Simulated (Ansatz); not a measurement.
Stability checks on a candidate for LiF

The structure comes from a generated guess, relaxed at this level; another structure or a mixture of phases may lie lower.

The calculation used DFT PBE, scalar-relativistic, plane waves, PAW (Ansatz). Plane waves to 420 eV, an 8×8×8 mesh through Γ for the 8-atom cell and 0.02 eV Gaussian smearing; no spin polarisation.

```cif
data_structure
_symmetry_space_group_name_H-M 'I4/mcm'
_symmetry_Int_Tables_number 140
_cell_length_a 6.6170
_cell_length_b 6.6170
_cell_length_c 4.0366
_cell_angle_alpha 90.000
_cell_angle_beta 90.000
_cell_angle_gamma 90.000
_cell_volume 176.74
loop_
_atom_site_label
_atom_site_type_symbol
_atom_site_symmetry_multiplicity
_atom_site_Wyckoff_symbol
_atom_site_fract_x
_atom_site_fract_y
_atom_site_fract_z
_atom_site_occupancy
Li1 Li 8 h 0.14637 0.35363 0.50000 1
F1 F 8 h 0.15026 0.34974 0.00000 1
```

The zero of energy is the elements' standard structures at the same level (F₂ as a molecule); no fitted shifts are applied.

Question: These tests were run: energy against the elements; random kick, then relaxation without symmetry; phonons on a 2×2×2 q mesh; elastic tensor. What do they show?

Answer:

| test | result |
| --- | --- |
| energy against the elements | −2.924 eV/atom |
| random kick, then relaxation without symmetry | returns |
| phonons on a 2×2×2 q mesh | no imaginary mode on the mesh |
| elastic tensor | least eigenvalue 6 GPa |

It fails none of these tests. Other phases of the system weren't compared here, so this isn't yet thermodynamic stability.

The kick test ran on a coarse mesh. The run for the phonons used an 8×8×8 k mesh. The run for the elastic tensor used an 8×8×8 k mesh. Another cell of LiF relaxed alike, in Fm-3m, lies 21 meV/atom lower, so this cell isn't the stable form at this level.
